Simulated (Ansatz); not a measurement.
Runs of Ansatz 0.2.0 on Ni. It takes space group Fm-3m (No. 225, cubic). The conventional cell has a = 3.475 Å, b = 3.475 Å, c = 3.475 Å, α = 90.00°, β = 90.00°, γ = 90.00°. Ni (site symmetry m-3m) is surrounded by 12 Ni at 2.46 Å. 

```csv
task,level,cell,k mesh,cutoff (eV),smearing,gap on the mesh (eV),pressure (GPa),moment (μB),relaxed volume (Å³/atom)
relaxation of cell and atoms,BLYP+D3(BJ),relaxed,13 × 13 × 13,-,fermi-dirac 0.05 eV,-,0.0,0.62,(a)
single point,PBE,as given,13 × 13 × 13,320,gaussian 0.023 eV,none,8.0,(c),-
relaxation of cell and atoms,BLYP+D4,relaxed,13 × 13 × 13,-,fermi-dirac 0.05 eV,-,0.0,0.62,(b)
relaxation of cell and atoms,PBE+D3(BJ),relaxed,13 × 13 × 13,-,fermi-dirac 0.05 eV,-,0.0,0.63,10.52
elastic constants,PBE,as given,10 × 10 × 10,343,fermi-dirac 0.05 eV,none,8.7,0.72,-
```

Alike in all rows: potentials or basis all-electron LAPW, scalar-relativistic; spin collinear, ferromagnetic start; basis error allowed 0.001 eV/atom.

Problem. Fill in the values left out.

Solution. (a) 10.53; (b) 10.70; (c) 0.64.

Caveats: the k mesh is thin for a metal, which can move the energy by tens of meV per atom (some runs); a metal's response needs a denser mesh (some runs); the cell is more than 3 GPa from zero pressure, which shifts response properties (some runs); elastic constants of metals need much finer meshes, so these are rough (some runs).

A gap of «none» marks a metal or a gap under the smearing width.
